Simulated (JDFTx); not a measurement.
Equation of state of MgS under RPBE

```
S Mg
1.0
     0.00000    2.60165    2.60165
     2.60165    0.00000    2.60165
     2.60165    2.60165    0.00000
S Mg
1 1
Cartesian
  2.6016 2.6016 2.6016
  0.0000 0.0000 0.0000
```

The cell was scaled at fixed shape and fractions and run with JDFTx, PseudoDojo-SR-PBE-0.5-standard, cutoff 1143 eV; RPBE, k mesh 9 × 9 × 9 on the cell of 2 atoms, fermi-dirac occupations of 0.05 eV, no spin polarisation, no spin-orbit coupling. The potentials were made for PBE. Energies are those that the program minimises, any entropy of the smearing included.

```csv
V (Å³/atom),energy over the lowest row (meV/atom)
16.5529,46.30
16.9051,29.01
17.2573,16.14
17.6095,7.25
17.9617,?
18.3139,0.00
18.6661,0.99
```

Fit the third-order Birch-Murnaghan form, give V0, B0 and B′, and predict the energy left open.

With y = (V0/V)^(2/3), E = E0 + (9 V0 B0/16) [(y - 1)³ B′ + (y - 1)² (6 - 4y)]. Least squares through the rows shown give V0 = 18.3676 Å³/atom, E0 = -0.03 meV, B0 = 69.50 GPa (1 eV/Å³ = 160.218 GPa) and B′ = 4.06, with a largest miss of 0.01 meV. At V = 17.9617 the form with these constants gives 1.99 meV; the run gave 1.98 meV an atom.
